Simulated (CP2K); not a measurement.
The system is BN.

```xyz
2
Lattice="2.5640 0.0000 0.0000 1.2820 2.2205 0.0000 1.2820 0.7402 2.0935" Properties=species:S:1:pos:R:3 pbc="T T T"
N     1.2820    0.7402    0.5234
B     0.0000    0.0000    0.0000
```

The cell is a database's computed one.

Base run:

```yaml
Program: CP2K 2026.2
Functional: PBE
Potentials_or_basis: POTENTIAL_UZH N GTH-PBE-q5, B GTH-PBE-q3; TZVP-MOLOPT-PBE-GTH basis
Density_cutoff: 6123 eV
k_mesh: 13 × 13 × 13
Occupations: fermi-dirac, width 0.05 eV
Spin: no spin polarisation
```

Its results: band gap on the k mesh 4.55 eV, indirect (least direct gap 8.74 eV); pressure 0.6 GPa.

Question: The run is repeated on the same cell with these changes: functional from PBE to PBEsol; ngrids from 5 to 4. What comes out?

Answer: Band gap on the k mesh 4.33 eV, indirect (least direct gap 8.68 eV); pressure -2.6 GPa.

Caveats: the basis of atomic orbitals isn't converged, which shifts pressures, moduli and gaps; the potentials were made for another functional, which shifts forces and pressure (some runs).

A k mesh can miss the band edges.
